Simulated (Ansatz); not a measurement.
# SrO (Fm-3m) in Ansatz: equation of state

How stiff is SrO in PBEsol, and what volume does it want? The cell is scaled to several volumes.

All numbers are computed with Ansatz 0.2.0; they aren't measurements. Logs are shortened: lines on timing, memory, paths and dates and some standing lists are left out, and cuts for length are marked.

## (1) The crystal as given

It takes space group Fm-3m (No. 225, cubic). The conventional cell has a = 5.133 Å, b = 5.133 Å, c = 5.133 Å, α = 90.00°, β = 90.00°, γ = 90.00°. Sr (site symmetry m-3m) is surrounded by 6 O at 2.57 Å. O (site symmetry m-3m) has 6 Sr at 2.57 Å as nearest neighbours.

## (2) Equation of state, PBEsol

Potentials or basis: all-electron LAPW, scalar-relativistic.

This step only gathers the single runs of the series.

Results:

```yaml
Equilibrium_volume: 16.80 Å³/atom
Bulk_modulus: 94 GPa
Pressure_derivative_of_the_bulk_modulus: 4.5
```

Energy against volume, from the lowest point:
```
volume (Å³/atom)  energy (meV/atom)
          15.887              15.98
          16.225               6.00
          16.563               0.84
          16.901               0.00
          17.239               3.02
          17.577               9.49
          17.915              19.05
```
